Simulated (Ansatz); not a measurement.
**Ge: relaxation step by step**

The cell of Ge is invented: 5-, 6-connected net of one element (C2/m, No. 12). Lengths were set from tabulated atomic sizes, so they are only a guess.

```
CELL_PARAMETERS angstrom
3.10778 -1.75114 0.00000
3.10778 1.75114 0.00000
-0.12882 0.00000 4.33302
ATOMIC_POSITIONS crystal
Ge 0.31769 0.31769 0.68403
Ge 0.68231 0.68231 0.31597
Ge 0.00000 0.00000 0.00000
```

Theory: DFT PBE, scalar-relativistic, plane waves, PAW in Ansatz 0.2.0. Cutoff 420 eV, Gaussian smearing, Γ-centred meshes. Cell and atoms relax first on a coarse mesh and then on a finer one. In between, the cell is made exact in the group found at 0.06 Å. In metals the finer mesh still leaves noise of several meV/atom or more. The steps can't lower the symmetry of their start. No spin polarisation.

Steps on the 6×6×4 mesh (3 atoms, 9 steps). The free energy counts from the last step; the plane-wave basis is renewed at times, which shifts energy and pressure.

| step | ΔF (meV/atom) | V (Å³/atom) | P (GPa) | largest force component (eV/Å) |
| --- | --- | --- | --- | --- |
| 1 | 324.6 | 15.72 | 29.05 | 0.644 |
| 2 | 70.8 | 17.85 | 9.81 | 0.248 |
| 3 | 16.8 | 19.13 | 2.81 | 0.145 |
| 4 | 5.4 | 19.81 | -0.34 | 0.006 |
| 5 | 4.8 | 19.77 | -0.15 | 0.007 |
| 6 | 4.5 | 19.73 | -0.01 | 0.003 |
| 7 | 0.3 | 19.73 | 0.47 | 0.003 |
| 8 | 0.0 | 19.86 | -0.03 | 0.001 |
| 9 | 0.0 | 19.86 | -0.03 | 0.001 |

The relaxed structure, after a last relaxation on the converged mesh:

```cif
data_structure
_symmetry_space_group_name_H-M 'Pm-3m'
_symmetry_Int_Tables_number 221
_cell_length_a 2.7113
_cell_length_b 2.7113
_cell_length_c 2.7113
_cell_angle_alpha 90.000
_cell_angle_beta 90.000
_cell_angle_gamma 90.000
_cell_volume 19.93
loop_
_atom_site_label
_atom_site_type_symbol
_atom_site_symmetry_multiplicity
_atom_site_Wyckoff_symbol
_atom_site_fract_x
_atom_site_fract_y
_atom_site_fract_z
_atom_site_occupancy
Ge1 Ge 1 a 0.00000 0.00000 0.00000 1
```

The symmetry goes from C2/m (No. 12) to Pm-3m (No. 221), and the primitive cell from 3 to 1 atom. The end has the simple cubic type. The volume per atom grows by 26.8 %, from 15.7 to 19.9 Å³. The shortest distance goes from 2.44 Å (Ge–Ge) to 2.71 Å (Ge–Ge). The energy falls by about 0.32 eV/atom (the start's value is from the coarse mesh). The end is written in a standard setting, so origin, axes and order of atoms can differ from the start's. Ge is surrounded by 6 Ge at 2.71 Å.

```
Volume per atom                             : 19.93 Å³
Density                                     : 6.05 g/cm³
Energy over the standard state              : +0.24 eV/atom
Gap on the 20×20×20 mesh of the 1-atom cell : 0 eV (a metal)
```

Energies count from the standard state of Ge at the same level.

The last run used Gaussian smearing of 0.10 eV. A structure relaxed within its symmetry needn't be a true minimum. In all, the 3 runs took 93 s on 1 thread of AMD EPYC (Zen 3) (shared host). Another cell of Ge relaxed alike, in P6_3/mmc, lies 242 meV/atom lower, so this cell isn't the stable form at this level.
